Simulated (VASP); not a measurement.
The system is CuO.

```
Cu O
1.0
     2.55255    0.00000    0.00000
     0.00000    2.55255    0.00000
     0.00000    0.00000    2.55255
Cu O
1 1
Direct
  0.00000 0.00000 0.00000
  0.50000 0.50000 0.50000
```

Measurements of this composition are mostly on another form, of space group No. 15.

Base run:

- Program: VASP 6.6.1
- Functional: r2SCAN
- Potentials or basis: VASP PAW PBE potentials, release 64 (Cu, O)
- Cutoff: 520 eV
- k mesh: 7 × 7 × 7
- Occupations: gaussian, width 0.05 eV
- Spin: collinear spin, ferromagnetic start
- Starting moments: [0.6, 0.0] μB
- Hubbard terms: Cu d U = 7 eV

Its results: pressure 7.7 GPa.

Problem. After a change of settings the same cell gave: pressure 8.2 GPa. Which change was it?
A. hubbard terms from Cu d U = 7 eV to Cu d U = 4 eV; fixed moment from none to 0 μB
B. spin from collinear spin, ferromagnetic start to collinear spin, zero start; moments at the start from [0.6, 0.0] to [0.0, 0.0]
C. hubbard terms from Cu d U = 7 eV to Cu d U = 4 eV; further incar settings from ALGO = Normal; EDIFF = 1e-06; NBANDS = 20 to ALGO = Normal; EDIFF = 1e-07
D. further incar settings from ALGO = Normal; EDIFF = 1e-06; NBANDS = 20 to ALGO = Normal; EDIFF = 1e-06; fixed moment from none to 4 μB

Solution. A.

Caveats: the PAW data sets were made with another functional, which shifts forces and pressure a little; a cell with one magnetic atom can't hold antiferromagnetic order, which such compounds often take (some runs); the total moment is fixed, so each spin has its own Fermi level (some runs).

Runs at the PBE level aren't shown here.
